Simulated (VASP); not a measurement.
# ZnSe in VASP: one cell, several levels of theory

What does VASP give for ZnSe in the zincblende structure, under -4.0 % biaxial strain in x and y, free along z, the cell held fixed? Runs: PBE, r2SCAN.

The runs shown are made with VASP 6.6.1. PAW datasets, plane waves. (Simulation; spin polarisation is off.)

### 1 The system as given

The cell comes from an earlier relaxation with r2SCAN in another program, then strained, with the atoms relaxed again.

The symmetry is I-4m2 (No. 119, tetragonal); a = 3.845 Å, c = 5.924 Å in the conventional setting, 21.90 Å³ an atom. Zn has 4 Se at 2.43 Å; Se has 4 Zn at 2.43 Å.

Structure file:

```
CELL_PARAMETERS angstrom
0.00000 2.71912 2.96187
2.71912 0.00000 2.96187
2.71912 2.71912 0.00000
ATOMIC_POSITIONS crystal
Zn 0.00000 0.00000 0.00000
Se 0.25000 0.25000 0.25000
```

### 2 PBE

The input, INCAR:

```
ENCUT = 520.000000
SIGMA = 0.020000
EDIFF = 1.00e-07
GGA = PE
PREC = Accurate
IBRION = -1
ISIF = 2
ISMEAR = -1
NBANDS = 16
NELM = 120
NSW = 0
LASPH = .TRUE.
LCHARG = .FALSE.
LWAVE = .FALSE.
LREAL = .FALSE.
```

The input, KPOINTS:

```
KPOINTS created by Atomic Simulation Environment
0
Gamma
8 8 8
0 0 0
```

The input, KPOINTS_OPT:

```
special points
6
Reciprocal
0.0000000000 0.0000000000 0.0000000000 1
-0.5000000000 -0.5000000000 0.0000000000 1
-0.3750000000 -0.3750000000 0.2500000000 1
-0.3750000000 0.0000000000 0.3750000000 1
0.0000000000 0.0000000000 0.5000000000 1
-0.5000000000 -0.2500000000 0.2500000000 1
```

The input, POSCAR:

```
Zn Se
 1.0000000000000000
     0.0000000000000000    2.7191238570000000    2.9618730376000002
     2.7191238570000000    0.0000000000000000    2.9618730376000002
     2.7191238570000000    2.7191238570000000    0.0000000000000000
 Zn  Se
   1   1
Cartesian
  0.0000000000000000  0.0000000000000000  0.0000000000000000
  1.3595619285000000  1.3595619285000000  1.4809365188000001
```

The run uses the recommended PBE PAW datasets (18 valence electrons a neutral cell).

Command:

```console
> mpirun -np 1 vasp_std
```

### 3 r2SCAN

The input, INCAR:

```
ENCUT = 520.000000
SIGMA = 0.010000
EDIFF = 1.00e-07
ALGO = Normal
METAGGA = R2SCAN
PREC = Accurate
IBRION = -1
ISIF = 2
ISMEAR = 0
NBANDS = 16
NELM = 120
NSW = 0
LASPH = .TRUE.
LCHARG = .TRUE.
LELF = .TRUE.
LWAVE = .FALSE.
LREAL = .FALSE.
```

KPOINTS is that of step 2.

KPOINTS_OPT is that of step 2.

POSCAR is that of step 2.

**Question.** What will these runs give? Wanted: for each run, gap; pressure.

As calculated:

| level | gap (eV) | pressure (GPa) |
| --- | --- | --- |
| PBE | 1.29 | 4.97 |
| r2SCAN | 1.88 | 2.59 |

In words: The gap spans 1.29 eV (PBE) to 1.88 eV (r2SCAN). At this one volume the pressure spans 2.6 GPa (r2SCAN) to 5.0 GPa (PBE): PBE wants the largest cell and r2SCAN the smallest.
